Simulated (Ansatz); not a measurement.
## CdF₂: moving Cd off its site

CdF₂, Fm-3m, a = 5.388 Å (as given, not relaxed at this level: 5.5 GPa). Ansatz: PBE, PAW, 420 eV, Γ-centred 8×8×8 mesh on 3 atoms, Gaussian smearing 0.05 eV; no spin polarisation.

```xyz
3
Lattice="0.0000 2.6940 2.6940 2.6940 0.0000 2.6940 2.6940 2.6940 0.0000" Properties=species:S:1:pos:R:3 pbc="T T T"
Cd    0.0000    0.0000    0.0000
F     1.3470    1.3470    1.3470
F     4.0410    4.0410    4.0410
```

Atom 1 (Cd) moves by x along the unit vector (0.000, 1.000, 0.000), with its periodic images; all else is held. y is the free energy of the cell over the start, F the force along the path summed over the moved atoms. Symmetry makes y even in x.

| x (Å) | y (meV) | F (eV/Å) |
| --- | --- | --- |
| -0.1000 | 26.65 | 0.53 |
| -0.0500 | ? | ? |
| 0.0000 | 0.00 | 0.00 |
| 0.0125 | 0.42 | -0.07 |
| 0.0250 | 1.66 | -0.13 |
| 0.0375 | 3.75 | -0.20 |
| 0.0625 | 10.41 | -0.33 |
| 0.0750 | 14.99 | -0.40 |
| 0.0875 | 20.40 | -0.47 |

**Question.** Fit y = c2 x² + c4 x⁴ to the energies of the other rows, give the force constant, and predict energy and force of the missing row.

**Answer.** Least squares on the rows shown. y = 2664.6 x² + 26.574 x⁴. The force constant is 2 c2 = 5.33 eV/Å², for the cell as given, at 5.5 GPa (for all images moving together, not for a lone atom). The force −dy/dx at the missing row is 0.27 eV/Å (computed 0.27). At x = -0.0500 the fit asked for gives 6.66 meV. The run gave 6.66 meV, the same to the digits shown.